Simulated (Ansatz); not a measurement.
# BeTe: how the settings move a single-point run

Aim: see which settings change the result for BeTe, by how much, and at what cost. The cell is built on a prototype (CsCl type) and needn't be the phase found in nature.

Program: Ansatz 0.2.0. Level of theory: reference: DFT, HSE06, plane waves, PAW. These are calculated values, not measurements.

1 further run of the same task is left out (it didn't finish).

### 1 The starting structure

The structure is cubic, space group Pm-3m (No. 221). The conventional cell has a = 3.365 Å, b = 3.365 Å, c = 3.365 Å, α = 90.00°, β = 90.00°, γ = 90.00°. Be (site symmetry m-3m) has 8 Te at 2.91 Å as nearest neighbours. Te (site symmetry m-3m) has 8 Be at 2.91 Å as nearest neighbours.

As a file:

```cif
data_structure
_symmetry_space_group_name_H-M 'P 1'
_symmetry_Int_Tables_number 1
_cell_length_a 3.3651
_cell_length_b 3.3651
_cell_length_c 3.3651
_cell_angle_alpha 90.000
_cell_angle_beta 90.000
_cell_angle_gamma 90.000
_cell_volume 38.10
loop_
_atom_site_label
_atom_site_type_symbol
_atom_site_fract_x
_atom_site_fract_y
_atom_site_fract_z
_atom_site_occupancy
Be1 Be 0.00000 0.00000 0.00000 1
Te1 Te 0.50000 0.50000 0.50000 1
```

### 2 Reference

Contents of input.yaml:

```yaml
crystal:
  lattice:
    - [3.3650594837, 0.0, 0.0]
    - [0.0, 3.3650594837, 0.0]
    - [0.0, 0.0, 3.3650594837]
  atoms:
    - { symbol: Be, position: [0.0, 0.0, 0.0] }
    - { symbol: Te, position: [0.5, 0.5, 0.5] }
kpoints:
  mp_grid: { grid: [4, 4, 4] }
hamiltonian:
  xc: hse06
scf:
  occupations: { method: fermi_dirac, width: 0.02 }
  n_extra_bands: 4
output:
  forces: true
  stress: true
  eigenvalues: true
```

On the command line:

```bash
$ ansatz run input.yaml --threads 4 --pin off --max-ram 3686MiB --backend cpu --events-out ev --progress --plain --runs-dir out
```

### 3 Changed: q_mesh [1, 1, 1]

Changes to input.yaml since step 2:

```diff
@@ -15,2 +15,3 @@
   n_extra_bands: 4
+  exx: { q_mesh: [1, 1, 1] }
 output:
```

### 4 Changing settings: singularity wigner_seitz

Changes to input.yaml since step 2:

```diff
@@ -15,2 +15,3 @@
   n_extra_bands: 4
+  exx: { singularity: wigner_seitz }
 output:
```

### 5 Changed: exchange pbe, correlation pbe, coeff 0.1, omega 0.3

Changes to input.yaml since step 2:

```diff
@@ -11,3 +11,3 @@
 hamiltonian:
-  xc: hse06
+  xc: { exchange: pbe, correlation: pbe, exx: { coeff: 0.1, omega: 0.3 } }
 scf:
```

### 6 Changed: exchange pbe, correlation pbe, coeff 0.3

Changes to input.yaml since step 2:

```diff
@@ -11,3 +11,3 @@
 hamiltonian:
-  xc: hse06
+  xc: { exchange: pbe, correlation: pbe, exx: { coeff: 0.3 } }
 scf:
```

### 7 Changing settings: occupations.method cold, occupations.width 0.001

Changes to input.yaml since step 2:

```diff
@@ -13,3 +13,3 @@
 scf:
-  occupations: { method: fermi_dirac, width: 0.02 }
+  occupations: { method: cold, width: 0.001 }
   n_extra_bands: 4
```

What does the calculation give? Wanted: for each run, ending; energy change; pressure; gap; force.

**Answer**, as computed:

| run | ending | energy change | pressure (GPa) | gap (eV) | force (eV/Å) | cycles | time |
| --- | --- | --- | --- | --- | --- | --- | --- |
| reference | converged | 0 | -2.7 | 0.00 | 0.00 | 15 | 8.2 s |
| 1: q_mesh [1, 1, 1] | converged | - | -2.7 | 0.00 | 0.00 | 15 | 8 s |
| 2: singularity wigner_seitz | converged | - | -2.7 | 0.00 | 0.00 | 15 | 8.1 s |
| 3: exchange pbe, correlation pbe, coeff 0.1, omega 0.3 | converged | not comparable | -1.7 | 0.00 | 0.00 | 13 | 7.9 s |
| 4: exchange pbe, correlation pbe, coeff 0.3 | converged | not comparable | -3.2 | 0.00 | 0.00 | 20 | 8 s |
| 5: occupations.method cold, occupations.width 0.001 | converged | +1.0 meV/atom (σ→0) | -2.7 | 0.00 | 0.00 | 26 | 9 s |

Residual by cycle in the longest SCF loop of each run; runs are numbered as in the table. The quantity is the density residual dr2, in eV.

| cycle | reference | run 1 | run 2 | run 3 | run 4 | run 5 |
| --- | --- | --- | --- | --- | --- | --- |
| 1 | 8.9e-4 | 8.9e-4 | 8.9e-4 | 8.7e-4 | 0.00702 | 0.00563 |
| 2 | 1.7e-4 | 1.7e-4 | 1.7e-4 | 1.6e-4 | 0.00133 | 7.1e-4 |
| 3 | 1.8e-5 | 1.8e-5 | 1.8e-5 | 1.7e-5 | 4.9e-4 | 1.8e-4 |
| 4 | 2.7e-8 | 2.7e-8 | 2.7e-8 | 3.1e-8 | 4.5e-4 | 1.4e-4 |
| 5 | 4.7e-9 | 4.7e-9 | 4.7e-9 | 6.0e-9 | 1.2e-4 | 1.4e-4 |
| 6 | 4.1e-10 | 4.1e-10 | 4.1e-10 | 3.8e-10 | 1.1e-5 | 1.4e-4 |
| 7 | - | - | - | - | 1.1e-5 | 5.1e-12 |
| 8 | - | - | - | - | 2.9e-6 | - |

«occupations.method cold, occupations.width 0.001» moves the energy by +1.0 meV/atom.
